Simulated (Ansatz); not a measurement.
# GaN: experiment and calculation

**The experiment to reproduce.**

“Vacancy defect in bulk and at (10\overline10) surface of GaN: A combined first-principles theoretical and experimental analysis”, 2017, arxiv:1710.05670 quotes, for a bulk crystal of GaN: lattice constant a 3.189 Å.

“On the origin of Blue Luminescence in Mg doped GaN”, 2017, arxiv:1708.04036 quotes, for a bulk crystal of GaN: lattice constant c 5.189 Å.

From “Studying electronic properties in GaN without electrical contacts using γ-γ vs e−-γ Perturbed Angular Correlations”, 2019, pmc:6823545, for a bulk crystal of GaN: band gap 3.503 ± 0.005 eV (direct).

How close the calculation comes is told below.

Level of theory: DFT PBE, scalar-relativistic, plane waves, PAW in Ansatz.

Cutoff 420 eV; k points 12×12×6 on the computed 4-atom cell (Γ-centred); Gaussian smearing, width 0.02 eV; no spin polarisation.

Relaxed structure, symmetry kept:

```xyz
4
Lattice="3.2184 0.0000 0.0000 -1.6092 2.7872 0.0000 0.0000 0.0000 5.2430" Properties=species:S:1:pos:R:3 pbc="T T T"
Ga    0.0000    1.8582   -0.0046
Ga    1.6092    0.9291    2.6170
N     0.0000    1.8582    1.9707
N     1.6092    0.9291    4.5922
```

```json
{
  "Space group": "P6_3mc (No. 186)",
  "Volume per atom": "11.76 Å³",
  "Formation energy from the elements' standard states (uncorrected)": "-0.443 eV/atom",
  "Kohn–Sham band gap": "1.71 eV",
  "Löwdin character of the top 1 eV of the valence band": "N 2p 87 %, Ga 4p 8 %",
  "Löwdin character of the lowest 1 eV of the conduction band": "N 2s 37 %, Ga 4s 36 %, N 2p 19 %, Ga 4p 9 %",
  "Bader charges (e)": "Ga (2 in the cell) 1.55, N (2 in the cell) -1.55"
}
```

Measured lattice constant a of GaN: 3.189 Å (quoted in the paper above). This calculation gives 3.218 Å (+0.9 %). 2 values of this kind are on record in papers (3.186 to 3.189 Å); this one was drawn at random among those near their median. Against the measured lattice constant c of GaN, 5.189 Å (quoted in the paper above), the calculated 5.243 Å is off by +1.0 %. 2 values of this kind are on record in papers (5.186 to 5.189 Å); this one was drawn at random among those near their median. The calculation is for 0 K without zero-point motion. Against the measured band gap of GaN, 3.503 eV (direct; quoted in the paper above), the calculated 1.71 eV is off by -1.79 eV. So large a miss may mean another phase, state or a wrong row. Kohn–Sham gaps of semilocal functionals fall short of measured ones as a rule; spin-orbit coupling, left out here, would usually lower the calculated gap of a compound with heavy elements.